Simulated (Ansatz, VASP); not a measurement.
## CdS: VASP beside Ansatz

File INCAR:

```
SYSTEM = CdS
PREC = Accurate
ENCUT = 520
EDIFF = 1E-6
ISMEAR = -1
SIGMA = 0.02
LREAL = .False.
LASPH = .True.
NELM = 100
ALGO = Normal
ISIF = 2
LWAVE = .False.
LCHARG = .False.
GGA = CA
NBANDS = 26
```

KPOINTS

```
Automatic mesh
0
Gamma
  8 8 4
  0 0 0
```

The input POSCAR:

```
CdS
1.0
    4.2158942859      0.0000000000      0.0000000000
   -2.1079471430      3.6510715513      0.0000000000
    0.0000000000      0.0000000000      6.8813669385
Cd S
2 2
Direct
    0.3333333333      0.6666666667      0.0000000000
    0.6666666667      0.3333333333      0.5000000000
    0.3333333333      0.6666666667      0.3850000000
    0.6666666667      0.3333333333      0.8850000000
```

Input for Ansatz:

```yaml
crystal:
  lattice:
    - [4.2158942859, 0.0, 0.0]
    - [-2.107947143, 3.6510715513, 0.0]
    - [0.0, 0.0, 6.8813669385]
  atoms:
    - { symbol: Cd, position: [0.3333333333, 0.6666666667, 0.0] }
    - { symbol: Cd, position: [0.6666666667, 0.3333333333, 0.5] }
    - { symbol: S, position: [0.3333333333, 0.6666666667, 0.385] }
    - { symbol: S, position: [0.6666666667, 0.3333333333, 0.885] }
kpoints:
  mp_grid: { grid: [8, 8, 4] }
  band_path:
    path:
      - [0.0, 0.0, 0.0]
      - [0.5, 0.0, 0.0]
      - [0.3333333333, 0.3333333333, 0.0]
      - [0.0, 0.0, 0.0]
      - [0.0, 0.0, 0.5]
      - [0.5, 0.0, 0.5]
      - [0.3333333333, 0.3333333333, 0.5]
      - [0.0, 0.0, 0.5]
      - [0.5, 0.0, 0.5]
    npoints: 5
scf:
  occupations: { method: fermi_dirac, width: 0.02 }
hamiltonian:
  xc: lda
  pseudopotentials: { kind: all_electron, lapw: { basis_error: 0.001 } }
output:
  forces: true
  stress: true
  eigenvalues: true
```

Change from the starting cell: volume scaled by 1.06.

Alike in both runs: task single point; functional LDA; k mesh 8 × 8 × 4; occupations fermi-dirac, width 0.02 eV; no spin polarisation.

|  | VASP | Ansatz |
| --- | --- | --- |
| version | VASP 6.6.1 | Ansatz 0.2.0 |
| potentials or method | VASP PAW LDA potentials, release 64 (Cd, S) | all-electron LAPW, scalar-relativistic |
| plane-wave cutoff (eV) | 520 | see its input |

```csv
,VASP,Ansatz,Ansatz less VASP
gap on the k mesh at the Fermi level (eV),0.84,0.81,-0.026
pressure (GPa),-5.1,-5.5,-0.34
largest component of the traceless stress (GPa),0.80,0.74,-0.060
rms of the force components (eV/Å),0.111,0.106,-0.0053
```

Atom by atom the forces differ by 0.005 eV/Å (rms over components). Ansatz ran all-electron here, so the differences hold the error of VASP's frozen core and of both bases.
